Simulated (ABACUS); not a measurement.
# Au: single point with PBEsol

Crystal: Au.

```xyz
1
Lattice="0.0595 2.0328 2.0239 2.0628 0.0301 2.0533 2.0741 2.0734 0.0189" Properties=species:S:1:pos:R:3 pbc="T T T"
Au    0.0297    0.0344   -0.0121
```

The cell isn't the ideal one: cell strained at random at fixed volume.

- Program: ABACUS 3.10.1
- Task: single point
- Functional: PBEsol
- Potentials or basis: PseudoDojo NC SR 0.4.1 PBEsol standard
- Cutoff: 1034 eV
- Density cutoff: 4136 eV
- Basis: plane waves
- k mesh: 11 × 11 × 11
- Occupations: fermi-dirac, width 0.05 eV
- Spin: no spin polarisation
- Radial cutoff of the potentials (pseudo_rcut): 7 bohr
- SCF threshold on the density: 1e-08
- Max SCF steps: 100
- Eigensolver: dav
- Mixing: broyden
- Mixing share: 0.7
- Symmetry key: 1
- Bands: 14

The pressure is 1.5 GPa. The band gap on the k mesh is none (metal or under the smearing width).

Stress tensor (GPa, compression positive):
```
 1.62 -1.97 -1.44
-1.97  1.47  0.23
-1.44  0.23  1.43
```

Levels at points of the mesh, in eV from the Fermi level:
```
           k point  band 8  band 9  band 10  band 11  band 12  band 13
(0.00, 0.00, 0.00)   -4.51   -3.17    -3.12    14.39    17.85    18.45
```

Wall time 20 s on 4 MPI ranks on Intel(R) Xeon(R) 6975P-C (Granite Rapids), on a shared host, peak memory 0.44 GiB a rank.

Spin-orbit coupling is left out, which matters for the levels of Au.
